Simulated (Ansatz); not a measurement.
SnSe2:

```
Sn Se
1.0
     3.81100    0.00000    0.00000
    -1.90550    3.30042    0.00000
     0.00000    0.00000    6.13600
Sn Se
1 2
Cartesian
  0.0000 0.0000 0.0000
  1.9055 1.1001 4.6081
  0.0000 2.2003 1.5279
```

A run of Ansatz 0.2.0 on this cell left the log below. Logs are shortened: lines on timing, memory, paths and dates and some standing lists are left out, and cuts for length are marked.

```text
Warning: RAYON_NUM_THREADS=2 ignored (pool sized by the plan → 2); use --threads N
Engine: ansatz 0.2.0, x86_64-unknown-linux-gnu
Pseudopotentials: kind: paw
Pseudopotential: Sn, paw, valence charge 14, recommended cutoff 420 eV (normal), Sn.paw.azcp
Pseudopotential: Se, paw, valence charge 16, recommended cutoff 420 eV (normal), Se.paw.azcp
Functional definition: PBE
  parameter kappa = 0.804
  parameter beta = 0.06672455060314922
  exchange = pbe_x(kappa = kappa, mu = beta*pi^2/3)
  correlation = pbe_c(beta = beta)
Crystal: 3 atoms, lattice volume = 77.178 Å³
Basis set: ecut = 420 eV, 1485 PW (Γ), exchange–correlation on 54×54×90 points (8 copies of the dense FFT grid, shifted against one another)
Bands: 28, of which v1, the nominal top of the filled ones, is band 23 counted from 1 (22 counted from 0)
Symmetry: 12 space group operations
Space group: P-3m1 (ITA 164), of the structure as read, at distance tolerance 4.3e-5 Å
k-points: 40 of 320
Non-local potential: Sn, projectors of the file, l = 0: 2, l = 1: 2, l = 2: 2, l = 3: 2
Non-local potential: Se, projectors of the file, l = 0: 2, l = 1: 2, l = 2: 3, l = 3: 1
PAW form: soft (Blöchl's): semilocal exchange-correlation on the pseudo side does not see the compensation charge
PAW one-centre angular grid: Sn, 590 points (default); XC on 64 Gauss nodes
PAW one-centre angular grid: Se, 590 points (default); XC on 64 Gauss nodes
Initial density: superposition of atomic densities (neutral atoms: chi_scale 0, normalization atom), corrected by the library's trained network
Initial wavefunctions: pseudopotential atomic-orbital guess
Functional: x = pbe(κ = 0.804, μ = 0.2195149727645171), c = pbe(β = 0.06672455060314922)
SCF iter   1: F=—  HF=-16963.274136 eV  |F-HF|=—  |Δ(HF+E_count)|=         —  Δρ=1.53e-3  dr2=2.66e-3  ethr=1.77e-3  ⟨swp⟩=6.9  Hψ=5078  notcnv=0
preconditioner: auto → Resta (q_TF=auto, 2.503 Å⁻¹)  ε∞=2.8  [insulator: Δε(μ)=0.828 eV  Ē_g=16.241 eV  σ=0.019 eV  W_gap=1.00  n_scr=22 (ndim 8)  ℏωp=21.6 eV  f_vac=0.080  D(μ)=0.00/eV (n_scr^D=0)  ε∞_Penn≈2.8]
SCF iter   2: F=—  HF=-16963.272846 eV  |F-HF|=—  |Δ(HF+E_count)|=   1.29e-3  Δρ=7.10e-4  dr2=2.38e-4  ethr=5.77e-6  ⟨swp⟩=2.5  Hψ=2452  notcnv=0  defer=40
SCF iter   3: F=—  HF=-16963.272940 eV  |F-HF|=—  |Δ(HF+E_count)|=   9.43e-5  Δρ=3.35e-4  dr2=4.45e-5  ethr=5.17e-7  ⟨swp⟩=2.0  Hψ=2000  notcnv=0
automatic band count: iteration 3 solves 27 bands in place of 28: the levels show a gap, and the empty bands left out lie too high to hold charge; the band table lists the bands solved (type scf.n_extra_bands for more)
SCF iter   4: F=—  HF=-16963.272974 eV  |F-HF|=—  |Δ(HF+E_count)|=   3.38e-5  Δρ=9.99e-5  dr2=4.61e-6  ethr=9.68e-8  ⟨swp⟩=2.0  Hψ=1400  notcnv=0
SCF iter   5: F=—  HF=-16963.272979 eV  |F-HF|=—  |Δ(HF+E_count)|=   5.16e-6  Δρ=1.78e-5  dr2=2.49e-7  ethr=1.00e-8  ⟨swp⟩=2.0  Hψ=1400  notcnv=0
SCF iter   6: F=-16963.272980 eV  HF=-16963.272979 eV  |F-HF|=2.30e-8  |Δ(HF+E_count)|=   2.99e-7  Δρ=5.82e-6  dr2=3.37e-8  ethr=2.17e-10  ⟨swp⟩=5.5  Hψ=4582  notcnv=0
SCF 1 converged in 6 iterations: F = -16963.272980 eV  dr2 = 3.37e-8
  greatest PAW one-centre occupation: 1.000 electrons in one spin orbital (limit 2), on the Se atom at site 2 (counted from 0), in its partial waves of l = 2
SCF converged after 6 iterations
Free energy (F): -16963.272980 eV
Harris-Foulkes:  -16963.272979 eV  (|F-HF|=2.30e-8)
Internal energy: -16963.272980 eV  (E = F + TS)
E sigma→0 (E₀):  -16963.272980 eV
Fermi energy:    8.518479 eV
--- Per-component energies (eV) ---
  E_band       = -857.755992
  E_kinetic    = 426.732154
  E_local      = -6101.089951  (includes V_loc(G=0)·N_el)
  E_nonlocal   = -1222.490473
  E_hartree    = 3128.141231
  E_xc         = -590.530803
  E_vxc        = -292.288371  (∫ρ·V_xc dr)
  E_paw        = -7963.839294  (= ΣΔE_a)
  E_vpaw       = 75.102105  (= ΣTr[D̂ρ^β])
  E_aug_tail   = -0.001222  (compensation charges beyond the density's cutoff)
  E_ewald      = -4640.194622
  E_smearing   = -0.000000  (= −TS)
  E_closure    = 0.000000  (closes the sum)
  Σ components = -16963.272980   (vs F -16963.272980, Δ=0.00e0)
--- Forces (eV/Å), atoms counted from 1 ---
  atom   1  Sn     0.00000000     0.00000000     0.00000000
  atom   2  Se    -0.00000000    -0.00000000    -0.78743207
  atom   3  Se     0.00000000     0.00000000     0.78743207
  max |Σ_I F_I| component: 1.85e-17 eV/Å
--- Stress (GPa, compression-positive) ---
        5.040487      -0.000000      -0.000000
       -0.000000       5.040487      -0.000000
       -0.000000       0.000000       6.534832
  P = ⅓ Tr σ = 5.5386 GPa (55.386 kbar)
--- Band table (eV; the first three rows and the last of 40) ---
  k-point 0: bands = ["-38.6812", "-38.6812", "-38.6812", "-38.6812", "-38.6456", "-38.6456", "-38.6449", "-38.6449", "-38.6316", "-38.6314", "-13.1517", "-13.1517", "-13.1128", "-13.0983", "-13.0983", "-5.8859", "-4.1103", "2.0506", "7.4148", "7.4148", "7.7205", "7.7205", "8.1053", "9.2093", "11.0656", "12.7588", "12.7588"]
  k-point 1: bands = ["-38.6812", "-38.6812", "-38.6812", "-38.6812", "-38.6455", "-38.6455", "-38.6450", "-38.6450", "-38.6316", "-38.6314", "-13.1517", "-13.1517", "-13.1127", "-13.0983", "-13.0983", "-5.8336", "-4.2225", "2.3231", "7.2427", "7.3761", "7.3761", "7.7803", "7.7803", "9.8698", "11.0716", "12.6620", "12.6620"]
  k-point 2: bands = ["-38.6812", "-38.6812", "-38.6812", "-38.6812", "-38.6454", "-38.6454", "-38.6451", "-38.6451", "-38.6316", "-38.6315", "-13.1517", "-13.1517", "-13.1127", "-13.0983", "-13.0983", "-5.7341", "-4.4135", "2.8594", "6.2420", "7.3307", "7.3307", "7.8608", "7.8608", "10.4730", "11.0505", "12.5131", "12.5131"]
  k-point 39: bands = ["-38.6810", "-38.6809", "-38.6807", "-38.6807", "-38.6456", "-38.6454", "-38.6454", "-38.6452", "-38.6312", "-38.6312", "-13.1870", "-13.1587", "-13.1046", "-13.0883", "-13.0783", "-3.8787", "-3.6833", "0.7228", "3.7270", "4.0867", "4.7846", "7.4574", "7.7291", "10.3914", "12.9529", "13.1833", "14.4095"]
```

Task: Write the input and the command behind it.

Result: Single point with PBE, no spin polarisation. The files as run (others can give the same):

input.yaml
```yaml
crystal:
  lattice:
    - [3.811, 0.0, 0.0]
    - [-1.9055, 3.3004228138, 0.0]
    - [0.0, 0.0, 6.136]
  atoms:
    - { symbol: Sn, position: [0.0, 0.0, 0.0] }
    - { symbol: Se, position: [0.6666666667, 0.3333333333, 0.751] }
    - { symbol: Se, position: [0.3333333333, 0.6666666667, 0.249] }
hamiltonian:
  xc: pbe
  pseudopotentials: { kind: paw }
kpoints:
  mp_grid: { grid: [8, 8, 5] }
scf:
  occupations: { method: gaussian, width: 0.019 }
output:
  forces: true
  stress: true
  eigenvalues: true
```

Potentials or basis: Ansatz PAW.
Launch:
```bash
$ ansatz run input.yaml --threads 2 --pin off --max-ram 5632MiB --backend cpu --events-out ev --progress --plain --runs-dir out
```

Caveat: odd divisions of the mesh miss points on the zone boundary, where band edges often lie, so the gap on the mesh can be too wide; spin-orbit coupling is left out, which moves the levels of the heavy elements; this functional lacks dispersion, which binds the layers, so the pressure and a relaxed spacing across them are unreliable.
